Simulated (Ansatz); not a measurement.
# TaN: the cost of one run

Method: DFT PBE, scalar-relativistic, plane waves, PAW, in Ansatz 0.2.0.

3 further runs of the same task are left out: 3 set aside as unsound or not needed.

### 1 The system as given

It takes space group P6_3/mmc (No. 194, hexagonal). The conventional cell has a = 2.917 Å, b = 2.917 Å, c = 5.915 Å, α = 90.00°, β = 90.00°, γ = 120.00°. Ta (site symmetry -3m) is surrounded by 6 N at 2.24 Å. N (site symmetry -6m2) has 6 Ta at 2.24 Å as nearest neighbours.

Coordinates:

```xyz
4
Lattice="2.9171 0.0000 0.0000 -1.4586 2.5263 0.0000 0.0000 0.0000 5.9150" Properties=species:S:1:pos:R:3 pbc="T T T"
Ta    0.0000    0.0000    0.0000
Ta    0.0000    0.0000    2.9575
N     0.0000    1.6842    1.4787
N     1.4586    0.8421    4.4362
```

This cell was relaxed beforehand with the same method: volume 10.90 Å³/atom, gap on the mesh none (metal).

### 2 The unstrained reference

input.yaml

```yaml
crystal:
  lattice:
    - [2.9171232583, 0.0, 0.0]
    - [-1.4585616292, 2.5263028477, 0.0]
    - [0.0, 0.0, 5.9149681215]
  atoms:
    - { symbol: Ta, position: [0.0, 0.0, 0.0] }
    - { symbol: Ta, position: [0.0, 0.0, 0.5] }
    - { symbol: "N", position: [0.3333333333, 0.6666666667, 0.25] }
    - { symbol: "N", position: [0.6666666667, 0.3333333333, 0.75] }
basis:
  ecutwfc: 420
kpoints:
  mp_grid: { grid: [18, 18, 8] }
hamiltonian:
  xc: pbe
scf:
  occupations: { method: gaussian, width: 0.1 }
output:
  forces: true
  stress: true
  eigenvalues: true
```

**Question.** How long does this run take on 1 thread of an Arm CPU, shared host, and how much memory does it need?

About 7.3 s, with a peak of 0.47 GiB.
